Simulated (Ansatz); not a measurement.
# Energy landscape near a SrO structure

Method: DFT PBE, scalar-relativistic, plane waves, PAW in Ansatz.

Settings: cutoff 420 eV, Γ-centred mesh 9×9×6 on the computed 4-atom cell, Gaussian smearing of 0.02 eV; no spin polarisation.

Reference cell:

```
Sr O
1.0
     3.55329    0.00000    0.00000
    -1.77664    3.07724    0.00000
     0.00000    0.00000    6.21730
Sr O
2 2
Direct
  0.33333 0.66667 0.25000
  0.66667 0.33333 0.75000
  0.00000 0.00000 0.00000
  0.00000 0.00000 0.50000
```

Each variant moves atoms of this cell by the vectors given, if any (Å), and then applies a symmetric strain (tensor components, Cartesian axes). The reference cell isn't relaxed at this level. Energies are per atom at zero smearing, counted from the lowest variant. Pressure is positive in compression.

1. strain (xx yy zz yz xz xy, %) 0.09 0.09 -1.41 0.00 0.00 0.00; moves: Sr1 (0.000, 0.000, -0.031); Sr2 (0.000, 0.000, -0.075); O3 (0.000, 0.000, 0.085); O4 (0.000, 0.000, 0.021)
2. strain (xx yy zz yz xz xy, %) -0.80 -0.80 2.20 0.00 0.00 0.00
3. no strain; moves: Sr1 (0.051, -0.050, -0.132)
4. strain (xx yy zz yz xz xy, %) -1.91 -1.91 1.09 0.00 0.00 0.00
5. no strain; moves: O4 (0.000, 0.000, 0.375)
6. strain (xx yy zz yz xz xy, %) -2.96 -2.96 -1.46 0.00 0.00 0.00
7. strain (xx yy zz yz xz xy, %) 3.67 3.67 2.17 0.00 0.00 0.00
8. strain (xx yy zz yz xz xy, %) 3.34 3.34 -5.66 0.00 0.00 0.00
9. strain (xx yy zz yz xz xy, %) -3.47 -3.47 -1.97 0.00 0.00 0.00; moves: Sr1 (0.000, 0.000, 0.085); Sr2 (0.000, 0.000, -0.085)

```csv
variant,ΔE (meV/atom),P (GPa),largest force (eV/Å),gap on mesh (eV),space group
1,9.8,3.12,0.63,3.12,P3m1
2,0.0,0.67,0.00,3.15,P6_3/mmc
3,18.1,1.92,1.34,3.07,P1
4,7.5,3.68,0.00,3.23,P6_3/mmc
5,?,?,?,?,?
6,?,?,?,?,?
7,?,?,?,?,?
8,43.2,1.49,0.00,2.45,P6_3/mmc
9,85.6,11.45,1.77,3.10,P-3m1
```

Question: Give the withheld rows.

Answer:
```json
{"variant": "5", "ΔE (meV/atom)": "125.8", "P (GPa)": "4.25", "largest force (eV/Å)": "2.82", "gap on mesh (eV)": "2.82", "space group": "P3m1"}
{"variant": "6", "ΔE (meV/atom)": "33.3", "P (GPa)": "8.95", "largest force (eV/Å)": "0.00", "gap on mesh (eV)": "3.19", "space group": "P6_3/mmc"}
{"variant": "7", "ΔE (meV/atom)": "17.2", "P (GPa)": "-5.18", "largest force (eV/Å)": "0.00", "gap on mesh (eV)": "2.50", "space group": "P6_3/mmc"}
```

An odd mesh misses points on the zone edge, so a gap read on it can be too wide.

This form isn't the usual stable structure of the compound.